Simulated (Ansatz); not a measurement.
## C: equation of state with PBEsol

C:

```
C
1.0
     2.12732   -1.22828    0.00000
     2.12732    1.22828    0.00000
    -1.37907    0.00000    3.50283
C
2
Direct
  0.16664 0.16664 0.99991
  0.83336 0.83336 0.00009
```

This is a stacking variant of graphite.

```
Program             : Ansatz 0.2.0
Task                : equation of state
Functional          : PBEsol
Potentials or basis : Ansatz PAW
Cutoff              : 420 eV
Density cutoff      : 1680 eV
k mesh              : 13 × 13 × 8
Occupations         : fermi-dirac, width 0.05 eV
Spin                : no spin polarisation
```

```json
{
  "Equilibrium volume": "9.18 Å³/atom",
  "Bulk modulus at fixed shape and positions": "269 GPa",
  "Pressure derivative of the bulk modulus": "3.6"
}
```

Energy against volume, from the lowest point:
```csv
volume (Å³/atom),energy (meV/atom)
8.604,33.84
8.787,15.30
8.970,4.26
9.153,0.00
9.336,1.99
9.519,9.67
9.702,22.53
```

All runs of the series together: 14 s on 2 threads of Intel(R) Xeon(R) Processor @ 2.70GHz, with other jobs on the host.

Caveat: the cell was scaled at fixed shape and fractional positions, which overstates the stiffness of a crystal with free parameters, most of all of layers and chains; this functional lacks dispersion, which binds the layers, so the pressure and a relaxed spacing across them are unreliable.
